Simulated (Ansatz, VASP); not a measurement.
# One calculation of ZrSi6, two programs

Contents of INCAR:

```
SYSTEM = ZrSi6
PREC = Accurate
ENCUT = 600
EDIFF = 1E-6
ISMEAR = 0
SIGMA = 0.1
LREAL = .FALSE.
LASPH = .TRUE.
NELM = 100
ALGO = Normal
ISIF = 3
LWAVE = .FALSE.
LCHARG = .FALSE.
GGA = PE
IBRION = 2
NSW = 100
EDIFFG = -0.01
```

File KPOINTS:

```
regular mesh
0
G
  8 8 8
  0 0 0
```

File POSCAR:

```
ZrSi6
1.0
    5.6592439132      0.0000000000      0.0000000000
    0.0000000000      5.6592439132      0.0000000000
    0.0000000000      0.0000000000      5.6592439132
Zr Si
1 6
Direct
    0.0000000000      0.0000000000      0.0000000000
    0.8026444164      0.5000000000      0.5000000000
    0.1973555836      0.5000000000      0.5000000000
    0.5000000000      0.8026444164      0.5000000000
    0.5000000000      0.1973555836      0.5000000000
    0.5000000000      0.5000000000      0.8026444164
    0.5000000000      0.5000000000      0.1973555836
```

Input for Ansatz:

```yaml
crystal:
  lattice:
    - [5.6592439132, 0.0, 0.0]
    - [0.0, 5.6592439132, 0.0]
    - [0.0, 0.0, 5.6592439132]
  atoms:
    - { symbol: Zr, position: [0.0, 0.0, 0.0] }
    - { symbol: Si, position: [0.8026444164, 0.5, 0.5] }
    - { symbol: Si, position: [0.1973555836, 0.5, 0.5] }
    - { symbol: Si, position: [0.5, 0.8026444164, 0.5] }
    - { symbol: Si, position: [0.5, 0.1973555836, 0.5] }
    - { symbol: Si, position: [0.5, 0.5, 0.8026444164] }
    - { symbol: Si, position: [0.5, 0.5, 0.1973555836] }
basis:
  ecutwfc: 420
kpoints:
  mp_grid: { grid: [8, 8, 8] }
hamiltonian:
  xc: pbe
scf:
  occupations: { method: gaussian, width: 0.1 }
output:
  forces: true
  stress: true
  eigenvalues: true
  write_density: true
  write_potential: true
  elf: true
  volumetric_format: npy
relax:
  adjacent_minimum: "off"
  f_tol: 0.01
  max_steps: 80
  cell: { stress_tol: 0.05 }
```

Alike in both runs: task relaxation of cell and atoms; functional PBE; k mesh 8 × 8 × 8; occupations gaussian, width 0.1 eV; no spin polarisation.

```csv
,VASP,Ansatz
version,VASP 6.6.1,Ansatz 0.2.0
potentials or method,"VASP PAW PBE potentials, release 64 (Zr_sv, Si)","scalar-relativistic, plane waves, PAW"
plane-wave cutoff (eV),600,420
valence electrons in the cell,36,36
```

|  | VASP | Ansatz | Ansatz less VASP |
| --- | --- | --- | --- |
| gap on the k mesh at the Fermi level, each at its own relaxed structure (eV) | none | none | - |
| relaxed volume (Å³/atom) | 26.59 | 26.63 | +0.041 |
| relaxed cell length with the largest relative difference (Å) | 5.709 | 5.712 | +0.0029 |
| energy change over the relaxation (meV/atom) | -2 | -3 | -0.3 |

A gap of «none» marks a metal or a gap that the smearing closes.
